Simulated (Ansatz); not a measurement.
What a change of settings does to a run on MgS

The cell is COD entry 9008672, as deposited and not checked against the literature; nothing was relaxed. The listed cell was then made from it by scaling, straining or moving an atom.

First run: DFT, PBE, PAW with Ansatz's default frozen-core files, scalar-relativistic (Ansatz 0.2.0).

Command: `ansatz run input.yaml --threads 1 --pin off --max-ram 2048MiB --backend cpu --events-out ev --progress --plain --runs-dir out` The run took 3.7 s on 1 thread of Intel(R) Xeon(R) Platinum 8259CL CPU @ 2.50GHz (Skylake/Cascade Lake), on a shared host.

```yaml
crystal:
  lattice:
    - [0.0, 2.5236005, 2.60165]
    - [2.5236005, 0.0, 2.60165]
    - [2.5236005, 2.5236005, 0.0]
  atoms:
    - { symbol: Mg, position: [0.0, 0.0, 0.0] }
    - { symbol: S, position: [0.5, 0.5, 0.5] }
kpoints:
  mp_grid: { grid: [10, 10, 10] }
scf:
  occupations: { method: fermi_dirac, width: 0.03 }
hamiltonian:
  xc: pbe
  pseudopotentials: { kind: paw }
output:
  forces: true
  stress: true
  eigenvalues: true
  efg: { contact_densities: true }
```

Result: converged; pressure 6.75 GPa; gap on the k mesh 2.79 eV; 6 SCF iterations.

The input is then changed:

```diff
@@ -7,4 +7,5 @@
     - { symbol: Mg, position: [0.0, 0.0, 0.0] }
     - { symbol: S, position: [0.5, 0.5, 0.5] }
+  symmetry: { detect: false }
 kpoints:
   mp_grid: { grid: [10, 10, 10] }
@@ -13,5 +14,5 @@
 hamiltonian:
   xc: pbe
-  pseudopotentials: { kind: paw }
+  pseudopotentials: { kind: nc, accuracy: standard }
 output:
   forces: true
```

Q: Predict the outcome of the changed run.

A: It was refused before any iteration. The program says:
```
Error: output.efg without hamiltonian.pseudopotentials.kind: paw|paw_fr|all_electron or hamiltonian.pseudopotentials.kind: all_electron — the all-electron EFG reconstruction needs the PAW one-centre densities; drop the efg request, or set kind: paw (paw_fr under spin-orbit coupling) (under a functional that reads the kinetic-energy density, kind: paw is refused in some combinations and carries risks of its own in the rest: see hamiltonian.xc for the refusals and hamiltonian.pseudopotentials.kind for the risks, both in the input reference; kind: paw is refused beside gw.static_remainder)
```
